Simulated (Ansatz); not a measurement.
PbSe2, 6 atoms in the cell. Symmetry: I4/mcm, No. 140, tetragonal system. The conventional cell has a = 6.477 Å, b = 6.477 Å, c = 7.804 Å, α = 90.00°, β = 90.00°, γ = 90.00°. Around Pb (site symmetry 422) lie 8 Se at 3.20 Å. Around Se (site symmetry m2m) lie 1 Se at 2.38 Å. The cell comes from a database or a generator and needn't be the stable form of this composition.

* Program: Ansatz 0.2.0
* Task: relaxation of cell and atoms
* Functional: LDA
* Potentials or basis: Ansatz PAW
* Cutoff: 420 eV (not typed: the program's choice for these potentials)
* k mesh: 6 × 6 × 6
* Occupations: fermi-dirac, width 0.05 eV
* Spin: no spin polarisation

Potentials or basis: Ansatz PAW.

Run with:

```bash
$ ansatz run input.yaml --threads 2 --pin off --max-ram 5632MiB --backend cpu --events-out ev --progress --plain --runs-dir out
```

Hardware: 2 threads of Arm Neoverse V1, on a shared host.

Q: How long does it take, and how much memory?

A: Run time: 49 s on 2 threads of Arm Neoverse V1 (shared host), peak memory 0.54 GiB. Counts: scf iterations 33, plane waves 2981, k points 30, bands 56, ion steps 5.
